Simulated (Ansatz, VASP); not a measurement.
## Fe in VASP and in Ansatz

The input INCAR:

```
  PREC = Accurate
  ENCUT = 520
  EDIFF = 1E-6
  ISMEAR = -1
  SIGMA = 0.1
  LREAL = F
  LASPH = T
  NELM = 80
  ALGO = Normal
  ISIF = 2
  LWAVE = F
  LCHARG = F
  GGA = B5
  ALDAX = 1.0
  AGGAX = 1.0
  AGGAC = 1.0
  ALDAC = 0.0
  NBANDS = 10
```

The input KPOINTS:

```
Automatic mesh
0
Gamma
  15 15 15
```

POSCAR

```
Fe
1.0
    2.3321448080      0.0000000000      0.0000000000
    0.0000000000      2.3321448080      0.0000000000
    0.0000000000      0.0000000000      2.3321448080
Fe
1
Direct
    0.0000000000      0.0000000000      0.0000000000
```

Input for Ansatz:

```yaml
crystal:
  lattice:
    - [2.332144808, 0.0, 0.0]
    - [0.0, 2.332144808, 0.0]
    - [0.0, 0.0, 2.332144808]
  atoms:
    - { symbol: Fe, position: [0.0, 0.0, 0.0] }
hamiltonian:
  xc: blyp
  pseudopotentials:
    kind: paw
    azcp:
      Fe: "pseudopotentials/Fe.paw.azcp"
basis:
  ecutwfc: 420
  fft_grid_basis: typed
kpoints:
  mp_grid: { grid: [15, 15, 15], shift: [0, 0, 0] }
magnetization:
  spin_polarized: false
scf:
  occupations: { method: fermi_dirac, width: 0.1 }
  lower_state_search: "off"
output:
  stress: true
```

Alike in both runs: task single point; functional BLYP; k mesh 15 × 15 × 15; occupations fermi-dirac, width 0.1 eV; no spin polarisation.

|  | VASP | Ansatz |
| --- | --- | --- |
| version | VASP 6.6.1 | Ansatz 0.2.0 |
| potentials or method | VASP PAW PBE potentials, release 64 (Fe) | plane waves (420 eV) with PAW, scalar-relativistic |
| plane-wave cutoff (eV) | 520 | 420 |
| valence electrons in the cell | 8 | 16 |

|  | VASP | Ansatz | Ansatz less VASP |
| --- | --- | --- | --- |
| pressure (GPa) | -6.8 | -6.6 | +0.19 |

With one functional, cell and mesh, what is left measures potentials, basis and numerics. The two sets of potentials don't hold the same shells in valence.

Caveats: the PAW data sets were made with another functional, which shifts forces and pressure a little (VASP); the run has no spin polarisation, though such a crystal can be magnetic. Spin polarisation is off, so any magnetic state and its effect on volume and gap are missing.
